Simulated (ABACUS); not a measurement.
Here is an ABACUS 3.10.1 calculation.

The input INPUT:

```
INPUT_PARAMETERS
suffix              GaP
calculation         scf
basis_type          lcao
pseudo_dir          ./
orbital_dir         ./
symmetry            1
dft_functional      pbe
ecutwfc             100
pseudo_rcut         10
nspin               1
nbands              13
ks_solver           genelpa
smearing_method     fd
smearing_sigma      0.00367493
scf_thr             1e-07
scf_nmax            100
mixing_type         broyden
mixing_beta         0.7
cal_force           1
cal_stress          1
out_mul             1
out_chg             1
out_pot             2
out_elf             1
```

STRU

```
ATOMIC_SPECIES
Ga 69.7230 Ga.upf
P 30.9738 P.upf

NUMERICAL_ORBITAL
Ga_confined-atom_8au_2s2p2d.orb
P_confined-atom_7au_2s2p1d.orb

LATTICE_CONSTANT
1.8897261246

LATTICE_VECTORS
0.0000000000 2.7252500000 2.7252500000
2.7252500000 0.0000000000 2.7252500000
2.7252500000 2.7252500000 0.0000000000

ATOMIC_POSITIONS
Direct

Ga
0.0
1
0.0000000000 0.0000000000 0.0000000000 1 1 1

P
0.0
1
0.7500000000 0.7500000000 0.7500000000 1 1 1
```

File KPT:

```
K_POINTS
0
Gamma
8 8 8 0 0 0
```

Potentials or basis: PseudoDojo NC SR 0.4.1 PBE standard, DZP LCAO (the cutoffs set its grid).

Run with:

```console
$ OMP_NUM_THREADS=1 mpirun -np 4 abacus > log
```

Task: What does it give for the pressure?

Result: 4.0 GPa.

Task: Predict the band gap on the k mesh.

Result: 1.66 eV, indirect (least direct gap 2.02 eV).

Task: What does it give for the Mulliken charges?

Result: Ga -0.24; P +0.24 e.

Caveat: the atomic orbitals were generated for these runs and aren't a published set; the basis of atomic orbitals isn't converged, which shifts pressures, moduli and gaps.

**Experimental background.**

From “Stacking defects in GaP nanowires: Electronic structure and optical properties”, 2018, arxiv:1810.01194, for a bulk crystal of GaP at 10 K: band gap 2.34 eV (indirect).

A measured gap of GaP is 2.34 eV (indirect; 10 K; quoted in “Stacking defects in GaP nanowires: Electronic structure and optical properties”, 2018, arxiv:1810.01194); the calculated 1.66 eV misses it by -0.68 eV. Spin-orbit coupling on Ga is left out. The value is that of PBE in an atomic basis (PseudoDojo NC SR 0.4.1 PBE standard, DZP LCAO (the cutoffs set its grid)), whose error adds to the functional's, on a finite k mesh, which can miss the band edges, without temperature or zero-point motion. Semilocal functionals fall short of measured gaps as a rule.
